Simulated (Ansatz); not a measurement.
# CuO (Cc) in Ansatz: a series of runs

Aim: see how the results for CuO move with the level of theory and the settings. Levels: LDA+U, r2SCAN+D3(BJ), PBE. Tasks: relaxation of cell and atoms, single point.

All numbers are computed with Ansatz 0.2.0; they aren't measurements. Logs are shortened: lines on timing, memory, paths and dates and some standing lists are left out, and cuts for length are marked.

### Step 1. The crystal as given

Symmetry: Cc, No. 9, monoclinic system. The conventional cell has a = 4.689 Å, b = 3.427 Å, c = 5.132 Å, α = 90.00°, β = 99.65°, γ = 90.00°. Cu (site symmetry 1) has 4 O at 1.91 to 2.02 Å as nearest neighbours. Around O (site symmetry 1) lie 4 Cu at 1.91 to 2.02 Å.

### Step 2. Relaxation of cell and atoms, LDA+U

input.yaml reads:

```yaml
crystal:
  lattice:
    - [2.34464976, -1.71339982, 0.0]
    - [2.34464976, 1.71339982, 0.0]
    - [-0.86054991, 0.0, 5.05943948]
  atoms:
    - { symbol: Cu, position: [0.0032, 0.4968, 0.0] }
    - { symbol: Cu, position: [0.4968, 0.0032, 0.5] }
    - { symbol: O, position: [0.5714, 0.4056, 0.2537] }
    - { symbol: O, position: [0.4056, 0.5714, 0.7537] }
hamiltonian:
  xc: lda
  pseudopotentials: { kind: paw }
  hubbard: { sites: [{ species: Cu, l: d, u_eff: 4.5 }] }
kpoints:
  mp_grid: { grid: [10, 10, 5] }
scf:
  occupations: { method: fermi_dirac, width: 0.05 }
output:
  forces: true
  stress: true
  eigenvalues: true
relax:
  f_tol: 0.01
  max_steps: 40
  cell: { stress_tol: 0.05 }
```

Potentials or basis: Ansatz PAW.

Started as:

```bash
$ ansatz run input.yaml --threads 2 --pin off --max-ram 5632MiB --backend cpu --events-out ev --progress --plain --runs-dir out
```

The log of the run:

```text
Warning: RAYON_NUM_THREADS=2 ignored (pool sized by the plan → 2); use --threads N
Cu: projections on atomic orbitals take those of the free atom [Ne] 3s2 3p6 3d10 4s1, of charge +0.00 (hamiltonian.pseudopotentials.projection_atoms); the dataset's partial waves leave at most 2.0e-6 of an orbital's norm unspanned inside its sphere
O: projections on atomic orbitals take those of the free atom [He] 2s2 2p4, of charge +0.00 (hamiltonian.pseudopotentials.projection_atoms); the dataset's partial waves leave at most 1.9e-8 of an orbital's norm unspanned inside its sphere
Engine: ansatz 0.2.0, aarch64-unknown-linux-gnu
Pseudopotentials: kind: paw
Pseudopotential: Cu, paw, valence charge 19, recommended cutoff 420 eV (normal), Cu.paw.azcp
Pseudopotential: O, paw, valence charge 6, recommended cutoff 420 eV (normal), O.paw.azcp
Functional definition: SPW92
  exchange = slater_x
  correlation = pw_c
Crystal: 4 atoms, lattice volume = 40.651 Å³
Basis set: ecut = 420 eV, 789 PW (Γ)
Bands: 30, of which v1, the nominal top of the filled ones, is band 25 counted from 1 (24 counted from 0)
Symmetry: 2 space group operations
Space group: Cc (ITA 9), of the structure as read, at distance tolerance 3.4e-5 Å
k-points: 141 of 500 (time reversal used)
Non-local potential: Cu, projectors of the file, l = 0: 3, l = 1: 2, l = 2: 3, l = 3: 1
Non-local potential: O, projectors of the file, l = 0: 2, l = 1: 2, l = 2: 1
PAW form: soft (Blöchl's): semilocal exchange-correlation on the pseudo side does not see the compensation charge
PAW frozen core: Cu, regenerated for the run's functional, and the local potential with it (the file was generated under x = pbe(κ = 0.804, μ = 0.2195149727645171), c = pbe(β = 0.06672455060314922))
PAW frozen core: O, regenerated for the run's functional, and the local potential with it (the file was generated under x = pbe(κ = 0.804, μ = 0.2195149727645171), c = pbe(β = 0.06672455060314922))
PAW one-centre angular grid: Cu, 590 points (default); XC on 64 Gauss nodes
PAW one-centre angular grid: O, 110 points (default); XC on 64 Gauss nodes
Initial density: superposition of atomic densities (chi_scale 0.1, normalization cell, long waves of neutral atoms under a Hubbard term (reshape's long-wave potential 0.00 eV rms, cloud 1.98 Å wide))
Initial wavefunctions: pseudopotential atomic-orbital guess
Functional: x = slater, c = lda
SCF iter   1: F=—  HF=-14217.016925 eV  |F-HF|=—  |Δ(HF+E_count)|=         —  Δρ=8.37e-2  dr2=1.94e0  ethr=3.10e-3  ⟨swp⟩=5.0  Hψ=14435  notcnv=0
preconditioner: auto → Kerker (q_TF=auto, 2.824 Å⁻¹)  [metal: Δε(μ)=0.015 eV  Ē_g=12.297 eV  σ=0.050 eV  W_gap=0.07  n_scr=20 (ndim 8)  ℏωp=34.0 eV  f_vac=0.000  D(μ)=1.89/eV (n_scr^D=20)]
SCF iter   2: F=—  HF=-14217.018880 eV  |F-HF|=—  |Δ(HF+E_count)|=   1.96e-3  Δρ=6.47e-2  dr2=7.08e-1  ethr=3.10e-3  ⟨swp⟩=2.1  Hψ=7600  notcnv=0
SCF iter   3: F=—  HF=-14217.029999 eV  |F-HF|=—  |Δ(HF+E_count)|=   1.11e-2  Δρ=2.06e-2  dr2=3.89e-2  ethr=1.42e-3  ⟨swp⟩=2.0  Hψ=7930  notcnv=0
SCF iter   4: F=—  HF=-14217.162544 eV  |F-HF|=—  |Δ(HF+E_count)|=   1.33e-1  Δρ=2.45e-2  dr2=1.39e-1  ethr=7.77e-5  ⟨swp⟩=2.0  Hψ=8402  notcnv=0
SCF iter   5: F=—  HF=-14217.139024 eV  |F-HF|=—  |Δ(HF+E_count)|=   2.35e-2  Δρ=2.15e-3  dr2=1.44e-3  ethr=7.77e-5  ⟨swp⟩=2.0  Hψ=8126  notcnv=0
SCF iter   6: F=—  HF=-14217.140461 eV  |F-HF|=—  |Δ(HF+E_count)|=   1.44e-3  Δρ=9.12e-4  dr2=1.33e-4  ethr=2.89e-6  ⟨swp⟩=2.0  Hψ=7362  notcnv=0
SCF iter   7: F=—  HF=-14217.140604 eV  |F-HF|=—  |Δ(HF+E_count)|=   1.43e-4  Δρ=1.62e-4  dr2=8.67e-6  ethr=2.66e-7  ⟨swp⟩=2.0  Hψ=6495  notcnv=0
SCF iter   8: F=—  HF=-14217.140607 eV  |F-HF|=—  |Δ(HF+E_count)|=   2.97e-6  Δρ=4.41e-5  dr2=9.06e-7  ethr=1.73e-8  ⟨swp⟩=1.0  Hψ=4230  notcnv=0
SCF iter   9: F=-14217.140607 eV  HF=-14217.140607 eV  |F-HF|=8.76e-9  |Δ(HF+E_count)|=   3.78e-9  Δρ=1.01e-5  dr2=4.32e-8  ethr=2.00e-10  ⟨swp⟩=3.0  Hψ=15993  notcnv=0
SCF 1 converged in 9 iterations: F = -14217.140607 eV  dr2 = 4.32e-8
relax step   1: F+E_penalty+E_count = -14217.14060680 eV  Δ(F+E_penalty+E_count) = +0.000e0 eV  max|allowed force component| = 6.151e-1 eV/Å  Δτ_max = 0.0000 Å  P = -7.364 GPa  Ω = 40.651 Å³  (9 SCF iters, dr2 threshold 1.00e-7 eV, accepted)
[... 11 lines left out ...]
relax step  25: F+E_penalty+E_count = -14217.30659010 eV  Δ(F+E_penalty+E_count) = -2.812e-5 eV  max|allowed force component| = 2.959e-4 eV/Å  Δτ_max = 0.0025 Å  P = +0.003 GPa  Ω = 41.597 Å³  energy of the carried Pulay correction = -1.710e-5 eV  (7 SCF iters, dr2 threshold 8.73e-9 eV, accepted)
[... 10 lines left out ...]
relax step  26: F+E_penalty+E_count = -14217.30656666 eV  Δ(F+E_penalty+E_count) = +2.344e-5 eV  max|allowed force component| = 1.986e-4 eV/Å  Δτ_max = 0.0000 Å  P = +0.004 GPa  Ω = 41.597 Å³  stress off target by 3.78e-2 GPa  SCF on the basis re-selected at this cell (its energy is not comparable with the rows above)  (7 SCF iters)
basis re-selected at this cell: Δ(F+E_penalty+E_count) = +2.344e-5 eV, ΔP = +0.001 GPa vs the last step (what re-selecting the basis moved, of the pressure what is left beyond the Pulay correction that the steps carried, after the strain that the cell walked since its last selection, with what the two solves' SCF thresholds leave and, on support functions, any second-order correction that the steps lacked; it is no measure of the basis error at this ecutwfc). This SCF's stress stands 3.78e-2 GPa from its target on what of the cell is left free (relax.cell.stress_tol is 5.00e-2 GPa) and its largest allowed force component is 1.99e-4 eV/Å (relax.f_tol is 1.00e-2 eV/Å): within both
SCF converged after 7 iterations
Free energy (F): -14217.306567 eV
Harris-Foulkes:  -14217.306567 eV  (|F-HF|=5.46e-12)
Internal energy: -14217.286964 eV  (E = F + TS)
E sigma→0 (E₀):  -14217.296766 eV
Entropy (-TS):   -0.019602 eV (-4.901 meV/atom)
Fermi energy:    11.104792 eV
--- Per-component energies (eV) ---
  E_band       = -919.121888
  E_kinetic    = 944.435457
  E_local      = -9949.126591  (includes V_loc(G=0)·N_el)
  E_nonlocal   = 895.655936
  E_hartree    = 4311.281372
  E_xc         = -320.579973
  E_vxc        = -414.145999  (∫ρ·V_xc dr)
  E_hubbard    = 1.885222  (on-site DFT+U / exact-exchange correction)
  E_vhub       = -38.960827  (the Hubbard potential's part of the band-sum identity)
  E_paw        = -3481.921910  (= ΣΔE_a)
  E_vpaw       = -979.547955  (= ΣTr[D̂ρ^β])
  E_aug_tail   = 0.005382  (compensation charges beyond the density's cutoff)
  E_ewald      = -6620.015022
  E_core_change = 1.093163  (= ΣΔE_core)
  E_smearing   = -0.019602  (= −TS)
  E_closure    = 0.000000  (closes the sum)
  Σ components = -14217.306567   (vs F -14217.306567, Δ=0.00e0)
--- Forces (eV/Å), atoms counted from 1 ---
  atom   1  Cu    -0.00000092    -0.00000646    -0.00000086
  atom   2  Cu    -0.00000092     0.00000646    -0.00000086
  atom   3  O      0.00000109     0.00019861     0.00000039
  atom   4  O      0.00000109    -0.00019861     0.00000039
  max |Σ_I F_I| component: 9.32e-7 eV/Å
--- Stress (GPa, compression-positive) ---
       -0.030073      -0.000000       0.010463
       -0.000000       0.037837      -0.000000
        0.010463      -0.000000       0.004274
  P = ⅓ Tr σ = 0.0040 GPa (0.040 kbar)
--- Band table (eV; the first three rows and the last of 141) ---
  k-point 0: bands = ["-99.9589", "-99.9582", "-57.9019", "-57.9019", "-57.8790", "-57.8708", "-57.5822", "-57.5821", "-8.7048", "-7.1284", "2.2292", "4.9739", "4.9909", "5.9832", "6.2591", "6.5903", "7.2731", "7.3539", "7.3633", "7.3776", "7.7227", "7.7246", "8.2706", "8.6635", "11.8523", "11.8733", "12.9743", "17.6657", "19.0178", "25.0375"]
[... 3 lines left out ...]
Occupation matrices written to <dir>
--- Relaxed structure (19 steps of the walk, 19 accepted, 7 SCFs on fresh bases) ---
  F+E_penalty+E_count = -14217.30656666 eV   max|allowed force component| = 1.986e-4 eV/Å   (the final SCF, on the basis selected at the relaxed cell)
  cell:  # Å, volume = 41.5967 Å³
    - [2.028399137137507, -2.018581426209973, 0.15554976412504834]
    - [2.028399137137507, 2.018581426209973, 0.15554976412504834]
    - [-0.4088218605361349, 0.0, 5.048251058678756]
  atoms:
    - { symbol: Cu, position: [-0.005750152478617361, 0.494250315844954, 0.0018500072504453804] }
    - { symbol: Cu, position: [0.49425031584495394, -0.005750152478617418, 0.5018500072504453] }
    - { symbol: O, position: [0.4955122385494122, 0.4929875980842513, 0.2518499927495546] }
    - { symbol: O, position: [0.4929875980842512, 0.49551223854941207, 0.7518499927495548] }
```

Wall time 4.7 min (2 threads of Arm Neoverse V1, shared host); peak memory 0.5 GiB.

Results:

```
Free energy                            : -14217.3066 eV
Relaxed volume                         : 10.40 Å³/atom
Relaxed cell                           : a = 2.866 Å, b = 2.866 Å, c = 5.065 Å, α = 90.17°, β = 90.17°, γ = 89.55°
Space group after relaxing (to 0.05 Å) : P4_2/mmc (No. 131)
Energy gained by relaxing              : 41.5 meV/atom
Ionic steps                            : 26
Pressure after relaxing                : 0.0 GPa
Band gap on the k mesh                 : none (metal or under the smearing width)
```

Step by step:
```csv
step,energy change (eV),largest force (eV/Å),volume (Å³)
1,0.0000,0.7733,40.65
2,-0.0610,0.6099,39.96
3,-0.1187,0.1076,39.23
4,-0.1275,0.0192,39.83
5,-0.1295,0.0359,40.59
6,-0.1307,0.0142,40.52
7,-0.1306,0.0009,40.54
8,-0.1421,0.0021,40.54
9,-0.1476,0.0045,40.96
10,-0.1472,0.0024,41.18
11,-0.1476,0.0004,41.14
12,-0.1565,0.0006,41.14
13,-0.1587,0.0035,41.38
14,-0.1588,0.0004,41.43
15,-0.1587,0.0002,41.46
16,-0.1628,0.0010,41.46
17,-0.1637,0.0013,41.54
18,-0.1636,0.0006,41.57
19,-0.1652,0.0013,41.57
20,-0.1658,0.0037,41.52
21,-0.1655,0.0001,41.59
22,-0.1658,0.0002,41.59
23,-0.1659,0.0005,41.59
24,-0.1660,0.0004,41.59
25,-0.1660,0.0003,41.60
26,-0.1660,0.0002,41.60
```

Final structure:
```cif
data_structure
_symmetry_space_group_name_H-M 'P 1'
_symmetry_Int_Tables_number 1
_cell_length_a 2.8659
_cell_length_b 2.8659
_cell_length_c 5.0648
_cell_angle_alpha 90.174
_cell_angle_beta 90.174
_cell_angle_gamma 89.554
_cell_volume 41.60
loop_
_atom_site_label
_atom_site_type_symbol
_atom_site_fract_x
_atom_site_fract_y
_atom_site_fract_z
_atom_site_occupancy
Cu1 Cu 0.99425 0.49425 0.00185 1
Cu2 Cu 0.49425 0.99425 0.50185 1
O1 O 0.49551 0.49299 0.25185 1
O2 O 0.49299 0.49551 0.75185 1
```

Levels at points of the mesh, in eV from the Fermi level:
```
             k point  band 23  band 24  band 25  band 26  band 27  band 28
  (0.00, 0.00, 0.00)    -2.83    -2.44     0.75     0.77     1.87     6.56
 (0.00, -0.50, 0.00)    -2.49    -1.94     0.33     0.56     3.93     6.44
(-0.50, -0.50, 0.00)    -1.89    -1.88    -1.86     1.31     2.30     7.61
```

Eigenvalues of the final occupation matrices:
| site | spin | trace | eigenvalues |
| --- | --- | --- | --- |
| site 1 | 1 | 4.75 | 0.80 0.97 0.99 0.99 1.00 |
| site 2 | 1 | 4.75 | 0.80 0.97 0.99 0.99 1.00 |

Caveat: the plane-wave basis is chosen anew once the cell has moved, so the energies of steps on either side of that aren't comparable; the pressure holds a Pulay correction of +0.9 GPa for the finite cutoff; the run has no spin polarisation, though such a crystal can be magnetic; U without spin polarisation on a metal has little footing; the PAW data sets come from PBE, with cores solved anew for the run's functional, which leaves a small shift of forces and pressure.

### Step 3. Relaxation of cell and atoms, r2SCAN+D3(BJ)

input.yaml, as its differences from that of step 2:

```diff
@@ -11,5 +11,5 @@
 hamiltonian:
-  xc: lda
+  xc: r2scan
   pseudopotentials: { kind: paw }
-  hubbard: { sites: [{ species: Cu, l: d, u_eff: 4.5 }] }
+  dispersion: d3bj
 kpoints:
```

Potentials or basis: Ansatz PAW.

Started as:

```bash
$ ansatz run input.yaml --threads 2 --pin off --max-ram 5632MiB --backend cpu --events-out ev --progress --plain --runs-dir out
```

Wall time 6.1 min (2 threads of Arm Neoverse V1, shared host); peak memory 0.54 GiB.

Results (log left out):

| Quantity | Value |
| --- | --- |
| Free energy | -14397.7994 eV |
| Relaxed volume | 10.60 Å³/atom |
| Relaxed cell | a = 2.878 Å, b = 2.878 Å, c = 5.119 Å, α = 89.98°, β = 89.98°, γ = 89.89° |
| Space group after relaxing (to 0.05 Å) | P4_2/mmc (No. 131) |
| Energy gained by relaxing | 33.1 meV/atom |
| Ionic steps | 16 |
| Pressure after relaxing | 0.0 GPa |
| Band gap on the k mesh | none (metal or under the smearing width) |

The path:
```csv
step,energy change (eV),largest force (eV/Å),volume (Å³)
1,0.0000,0.7349,40.65
2,-0.0332,0.5795,40.44
3,-0.0868,0.2153,40.70
4,-0.1028,0.0080,41.15
5,-0.1169,0.0723,42.08
6,-0.1227,0.0041,42.18
7,-0.1229,0.0011,42.25
8,-0.1229,0.0034,42.24
9,-0.1229,0.0028,42.26
10,-0.1229,0.0002,42.25
11,-0.1298,0.0003,42.25
12,-0.1317,0.0007,42.36
13,-0.1322,0.0052,42.40
14,-0.1325,0.0052,42.40
15,-0.1325,0.0001,42.40
16,-0.1325,0.0001,42.40
```

Final structure:
```
Cu O
1.0
     2.03063   -2.03301    0.16014
     2.03063    2.03301    0.16014
    -0.39973    0.00000    5.10386
Cu O
2 2
Direct
  0.99425 0.49425 0.00185
  0.49425 0.99425 0.50185
  0.49409 0.49441 0.25185
  0.49441 0.49409 0.75185
```

Levels at points of the mesh, in eV from the Fermi level:
```tsv
k point	band 21	band 22	band 23	band 24	band 25	band 26	band 27	band 28	band 29	band 30
(0.00, 0.00, 0.00)	-2.70	-2.70	-2.61	-2.28	0.69	0.70	1.78	6.58	7.87	14.11
(0.00, -0.50, 0.00)	-2.63	-2.20	-1.80	-1.76	0.25	0.48	3.83	6.43	7.15	11.72
(-0.50, -0.50, 0.00)	-2.69	-2.69	-1.59	-1.40	-1.39	1.24	2.27	7.47	10.56	10.60
```

Caveat: the plane-wave basis is chosen anew once the cell has moved, so the energies of steps on either side of that aren't comparable; the run has no spin polarisation, though such a crystal can be magnetic; semilocal functionals often make such compounds metallic where correlation or magnetic order opens a gap, which also shifts bond lengths; pairwise dispersion overbinds metals, which lowers pressure and volume; the PAW data sets come from PBE, with cores solved anew for the run's functional, which leaves a small shift of forces and pressure; the dispersion damping was fitted for another functional or another form of the correction. With open d or f shells a metallic result of r2SCAN can be an artefact of self-interaction; +U or a hybrid may open a gap.

### Step 4. Single point, PBE

input.yaml, as its differences from that of step 3:

```diff
@@ -11,5 +11,4 @@
 hamiltonian:
-  xc: r2scan
+  xc: pbe
   pseudopotentials: { kind: paw }
-  dispersion: d3bj
 kpoints:
@@ -18,2 +17,4 @@
   occupations: { method: fermi_dirac, width: 0.05 }
+basis:
+  ecutwfc: "500 eV"
 output:
@@ -22,5 +23 @@
   eigenvalues: true
-relax:
-  f_tol: 0.01
-  max_steps: 40
-  cell: { stress_tol: 0.05 }
```

Started as:

```bash
$ ansatz run input.yaml --threads 2 --pin off --max-ram 5632MiB --backend cpu --events-out ev --progress --plain --runs-dir out
```

Run time: 9.2 s. Hardware: 2 threads of Arm Neoverse V1, shared host; peak memory 0.41 GiB.

It converged, with:

- Free energy: -14382.3361 eV
- Pressure: 5.7 GPa
- Largest force: 0.761 eV/Å
- Band gap on the k mesh: none (metal or under the smearing width)

Forces on the atoms (eV/Å):
```
Cu  -0.631  0.348  0.244
Cu  -0.631 -0.348  0.244
O    0.631  0.306 -0.244
O    0.631 -0.306 -0.244
```

Stress tensor (GPa, compression positive):
```
 5.49  0.00 -1.74
 0.00  6.68  0.00
-1.74  0.00  4.94
```

Levels at points of the mesh, in eV from the Fermi level:
```csv
k point,band 22,band 23,band 24,band 25,band 26,band 27,band 28,band 29
"(0.00, 0.00, 0.00)",-2.21,-2.13,-1.65,0.21,0.92,1.68,6.00,8.11
"(0.00, -0.50, 0.00)",-1.59,-1.49,-1.39,-0.03,0.29,4.85,6.26,6.90
"(-0.50, -0.50, 0.00)",-2.11,-1.66,-1.21,-0.65,1.06,3.33,7.01,8.50
```

Caveat: the run has no spin polarisation, though such a crystal can be magnetic; semilocal functionals often make such compounds metallic where correlation or magnetic order opens a gap, which also shifts bond lengths. With open d or f shells a metallic result of PBE can be an artefact of self-interaction; +U or a hybrid may open a gap.

### Step 5. The runs side by side

| task | level | U | cell | cutoff (eV) | hubbard projectors | double counting | gap on the mesh (eV) | pressure (GPa) | relaxed volume (Å³/atom) |
| --- | --- | --- | --- | --- | --- | --- | --- | --- | --- |
| relaxation of cell and atoms | LDA+U | Cu d U = 4.5 eV | relaxed | 420 | ortho-atomic (the default) | fll (the default) | none | 0.0 | 10.40 |
| relaxation of cell and atoms | r2SCAN+D3(BJ) | - | relaxed | 500 | - | - | none | 0.0 | 10.60 |
| single point | PBE | - | as given | 500 | - | - | none | 5.7 | - |

Alike in all rows: potentials or basis Ansatz PAW; no spin polarisation; k mesh 10 × 10 × 5; smearing fermi-dirac 0.05 eV.

Caveats: the run has no spin polarisation, though such a crystal can be magnetic; the plane-wave basis is chosen anew once the cell has moved, so the energies of steps on either side of that aren't comparable (some runs); the PAW data sets come from PBE, with cores solved anew for the run's functional, which leaves a small shift of forces and pressure (some runs); semilocal functionals often make such compounds metallic where correlation or magnetic order opens a gap, which also shifts bond lengths (some runs); U without spin polarisation on a metal has little footing (some runs); pairwise dispersion overbinds metals, which lowers pressure and volume (some runs); the dispersion damping was fitted for another functional or another form of the correction (some runs).

Absolute energies hang on the potentials; compare differences alone.
